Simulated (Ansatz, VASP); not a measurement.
# Two plane-wave programs on Mg8Se7 (a cell with a defect)

INCAR

```
SYSTEM = Mg8Se7
PREC = Accurate ; ENCUT = 520
EDIFF = 1E-7 ; ISMEAR = 0
SIGMA = 0.05 ; LREAL = Auto
LASPH = .True. ; NELM = 100
ALGO = Fast ; ISIF = 2
LWAVE = .False. ; LCHARG = .True.
GGA = PE ; LELF = .True.
LVHAR = .True. ; NBANDS = 42
```

The input KPOINTS:

```
Automatic mesh
0
Gamma
  4 4 4
  0 0 0
```

File POSCAR:

```
Mg8Se7
1.0
   -5.5089473509     -5.5089473509      0.0000000000
   -5.5089473509      0.0000000000     -5.5089473509
    0.0000000000     -5.5089473509     -5.5089473509
Mg Se
8 7
Direct
    0.4999999822      0.4966933344      0.0033066656
    1.0000000178      0.4966933344      0.0033066656
    0.4983466583      1.0016533417      0.0016533417
    0.9983466761      1.0016533239      0.0016533239
    0.5016533239      0.4983466761      0.4983466761
    1.0016533417      0.4983466583      0.4983466583
    0.4999999822      1.0033066656      0.4966933344
    1.0000000178      1.0033066656      0.4966933344
    0.5000000000      0.2500000000      0.2500000000
    0.2500000000      0.7500000000      0.2500000000
    0.7500000000      0.7500000000      0.2500000000
    0.2500000000      0.2500000000      0.7500000000
    0.7500000000      0.2500000000      0.7500000000
    0.2500000000      0.7500000000      0.7500000000
    0.7500000000      0.7500000000      0.7500000000
```

Input for Ansatz:

```yaml
crystal:
  lattice:
    - [-5.5089473509, -5.5089473509, 0.0]
    - [-5.5089473509, 0.0, -5.5089473509]
    - [0.0, -5.5089473509, -5.5089473509]
  atoms:
    - { symbol: Mg, position: [0.4999999822, 0.4966933344, 0.0033066656] }
    - { symbol: Mg, position: [1.0000000178, 0.4966933344, 0.0033066656] }
    - { symbol: Mg, position: [0.4983466583, 1.0016533417, 0.0016533417] }
    - { symbol: Mg, position: [0.9983466761, 1.0016533239, 0.0016533239] }
    - { symbol: Mg, position: [0.5016533239, 0.4983466761, 0.4983466761] }
    - { symbol: Mg, position: [1.0016533417, 0.4983466583, 0.4983466583] }
    - { symbol: Mg, position: [0.4999999822, 1.0033066656, 0.4966933344] }
    - { symbol: Mg, position: [1.0000000178, 1.0033066656, 0.4966933344] }
    - { symbol: Se, position: [0.5, 0.25, 0.25] }
    - { symbol: Se, position: [0.25, 0.75, 0.25] }
    - { symbol: Se, position: [0.75, 0.75, 0.25] }
    - { symbol: Se, position: [0.25, 0.25, 0.75] }
    - { symbol: Se, position: [0.75, 0.25, 0.75] }
    - { symbol: Se, position: [0.25, 0.75, 0.75] }
    - { symbol: Se, position: [0.75, 0.75, 0.75] }
basis:
  ecutwfc: 420
kpoints:
  mp_grid: { grid: [4, 4, 4] }
hamiltonian:
  xc: pbe
scf:
  occupations: { method: gaussian, width: 0.05 }
output:
  forces: true
  stress: true
  eigenvalues: true
  write_density: true
  write_potential: true
  elf: true
  volumetric_format: npy
```

Alike in both runs: task single point; functional PBE; k mesh 4 × 4 × 4; occupations gaussian, width 0.05 eV; no spin polarisation.

|  | VASP | Ansatz |
| --- | --- | --- |
| version | VASP 6.6.1 | Ansatz 0.2.0 |
| potentials or method | VASP PAW PBE potentials, release 64 (Mg, Se) | scalar-relativistic, plane waves, PAW |
| plane-wave cutoff (eV) | 520 | 420 |
| valence electrons in the cell | 58 | 192 |

```csv
,VASP,Ansatz,Ansatz less VASP
gap on the k mesh at the Fermi level (eV),none,none,-
pressure (GPa),6.7,6.7,-0.03
largest component of the traceless stress (GPa),10.25,10.10,-0.149
rms of the force components (eV/Å),2.366,2.329,-0.0371
```

Atom by atom the forces differ by 0.038 eV/Å (rms over components). A gap of «none» marks a metal or a gap that the smearing closes. The two sets of potentials don't hold the same shells in valence.
